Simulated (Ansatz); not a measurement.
**Formation energy of InSe**

```xyz
4
Lattice="1.9875 1.1475 8.1278 -1.9875 1.1475 8.1278 0.0000 -2.2949 8.1278" Properties=species:S:1:pos:R:3 pbc="T T T"
In    0.0000    0.0000   -0.0135
In    0.0000    0.0000    2.7290
Se    0.0000    0.0000   14.9755
Se    0.0000    0.0000   20.2493
```

The cell comes from a relaxation on PAW files under the same functional, begun from a database entry that needn't be the ground state.

Level of theory: DFT with LDA, scalar-relativistic, in Ansatz 0.2.0; a Γ-centred 7×7×7 k mesh, Fermi–Dirac smearing of 0.02 eV, no spin polarisation. LAPW: all electrons, basis error target 0.5 meV/atom; PAW: frozen-core files, cutoff 420 eV.

The elements are taken as In bct, Se trigonal Se, each relaxed on PAW files under the same functional and computed by the same method as the compound; zero-point and thermal terms are left out. LDA tends to overbind the layered or molecular reference states.

The PAW files were made under PBE.

Q: Give the formation energy by each method, with the residual pressure at this cell and the LAPW gap.

A: 

| method | ΔE(formation) (eV/atom) | P at this cell (GPa) | gap (eV) |
| --- | --- | --- | --- |
| LAPW | -0.476 | 0.01 | 0.19 |
| PAW | -0.476 | 0.00 | – |

Q: Give the LAPW value for one formula unit in kJ/mol.

A: -0.476 eV/atom × 2 atoms × 96.485 kJ/(mol·eV) = -91.9 kJ/mol, at zero temperature and without zero-point motion.
